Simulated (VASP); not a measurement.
Input of a VASP 6.6.1 run:

File INCAR:

```
SYSTEM = Ni
ALGO = Normal ; EDIFF = 1E-6
ENCUT = 520 ; ISIF = 2
ISMEAR = -1 ; ISPIN = 2
LASPH = .TRUE. ; LCHARG = .FALSE.
LMAXMIX = 4 ; LMIXTAU = .TRUE.
LORBIT = 11 ; LREAL = .FALSE.
LWAVE = .FALSE. ; MAGMOM = 1
METAGGA = SCAN ; NBANDS = 15
NELM = 100 ; PREC = Accurate
SIGMA = 0.05
```

File KPOINTS:

```
k-points
0
G
  13 13 13
  0 0 0
```

The input POSCAR:

```
Ni
1.0
    0.0000000000      1.7375729330      1.7375729330
    1.7375729330      0.0000000000      1.7375729330
    1.7375729330      1.7375729330      0.0000000000
Ni
1
Direct
    0.0000000000      0.0000000000      0.0000000000
```

File KPOINTS_OPT:

```
path GXWKGLUWLK,UX
20
line-mode
reciprocal
 0.0000000000  0.0000000000  0.0000000000  G
 0.5000000000  0.0000000000  0.5000000000  X

 0.5000000000  0.0000000000  0.5000000000  X
 0.5000000000  0.2500000000  0.7500000000  W

 0.5000000000  0.2500000000  0.7500000000  W
 0.3750000000  0.3750000000  0.7500000000  K

 0.3750000000  0.3750000000  0.7500000000  K
 0.0000000000  0.0000000000  0.0000000000  G

 0.0000000000  0.0000000000  0.0000000000  G
 0.5000000000  0.5000000000  0.5000000000  L

 0.5000000000  0.5000000000  0.5000000000  L
 0.6250000000  0.2500000000  0.6250000000  U

 0.6250000000  0.2500000000  0.6250000000  U
 0.5000000000  0.2500000000  0.7500000000  W

 0.5000000000  0.2500000000  0.7500000000  W
 0.5000000000  0.5000000000  0.5000000000  L

 0.5000000000  0.5000000000  0.5000000000  L
 0.3750000000  0.3750000000  0.7500000000  K

 0.6250000000  0.2500000000  0.6250000000  U
 0.5000000000  0.0000000000  0.5000000000  X
```

Potentials or basis: VASP PAW PBE potentials, release 64 (Ni).

Command:

```console
$ cat potpaw_PBE.64/Ni/POTCAR > POTCAR
$ mpirun -np 1 vasp_std > vasp.out
```

**Question.** Predict the band gap along the path.

**Answer.** None (metal or under the smearing width).

**Question.** Predict the pressure.

**Answer.** -3.5 GPa.

Levels at the corners of the path, in eV from the Fermi level:
Spin up:
```csv
point,band 3,band 4,band 5,band 6,band 7,band 8
Γ,-3.04,-3.04,-1.69,-1.69,24.70,29.19
X,-0.97,-0.97,-0.94,2.39,9.63,15.69
X,-0.97,-0.97,-0.94,2.39,9.63,15.69
W,-3.71,-1.75,-0.97,7.98,7.98,10.31
W,-3.71,-1.75,-0.97,7.98,7.98,10.31
K,-2.68,-1.52,-1.24,5.83,7.52,10.48
K,-2.68,-1.52,-1.24,5.83,7.52,10.48
Γ,-3.04,-3.04,-1.69,-1.69,24.70,29.19
Γ,-3.04,-3.04,-1.69,-1.69,24.70,29.19
L,-2.96,-1.06,-1.06,-0.54,5.83,23.20
L,-2.96,-1.06,-1.06,-0.54,5.83,23.20
U,-2.68,-1.52,-1.24,5.83,7.52,10.48
U,-2.68,-1.52,-1.24,5.83,7.52,10.48
W,-3.71,-1.75,-0.97,7.98,7.98,10.31
W,-3.71,-1.75,-0.97,7.98,7.98,10.31
L,-2.96,-1.06,-1.06,-0.54,5.83,23.20
L,-2.96,-1.06,-1.06,-0.54,5.83,23.20
K,-2.68,-1.52,-1.24,5.83,7.52,10.48
U,-2.68,-1.52,-1.24,5.83,7.52,10.48
X,-0.97,-0.97,-0.94,2.39,9.63,15.69
```
Spin down:
| point | band 2 | band 3 | band 4 | band 5 | band 6 | band 7 |
| --- | --- | --- | --- | --- | --- | --- |
| Γ | -1.73 | -1.72 | -1.72 | -1.05 | -1.04 | 24.67 |
| X | -3.89 | -0.26 | 0.57 | 0.57 | 2.13 | 9.93 |
| X | -3.89 | -0.26 | 0.57 | 0.57 | 2.13 | 9.93 |
| W | -2.70 | -2.69 | -1.14 | 0.57 | 8.20 | 8.21 |
| W | -2.70 | -2.69 | -1.14 | 0.57 | 8.20 | 8.21 |
| K | -3.49 | -1.65 | -0.88 | 0.28 | 6.09 | 7.75 |
| K | -3.49 | -1.65 | -0.88 | 0.28 | 6.09 | 7.75 |
| Γ | -1.73 | -1.72 | -1.72 | -1.05 | -1.04 | 24.67 |
| Γ | -1.73 | -1.72 | -1.72 | -1.05 | -1.04 | 24.67 |
| L | -2.13 | -2.13 | -0.79 | 0.15 | 0.16 | 6.53 |
| L | -2.13 | -2.13 | -0.79 | 0.15 | 0.16 | 6.53 |
| U | -3.49 | -1.65 | -0.89 | 0.28 | 6.09 | 7.75 |
| U | -3.49 | -1.65 | -0.89 | 0.28 | 6.09 | 7.75 |
| W | -2.70 | -2.69 | -1.14 | 0.57 | 8.20 | 8.21 |
| W | -2.70 | -2.69 | -1.14 | 0.57 | 8.20 | 8.21 |
| L | -2.13 | -2.13 | -0.79 | 0.15 | 0.16 | 6.53 |
| L | -2.13 | -2.13 | -0.79 | 0.15 | 0.16 | 6.53 |
| K | -3.49 | -1.65 | -0.88 | 0.28 | 6.09 | 7.75 |
| U | -3.49 | -1.65 | -0.89 | 0.28 | 6.09 | 7.75 |
| X | -3.89 | -0.26 | 0.57 | 0.57 | 2.13 | 9.93 |

Caveat: the PAW data sets were made with another functional, which shifts forces and pressure a little.
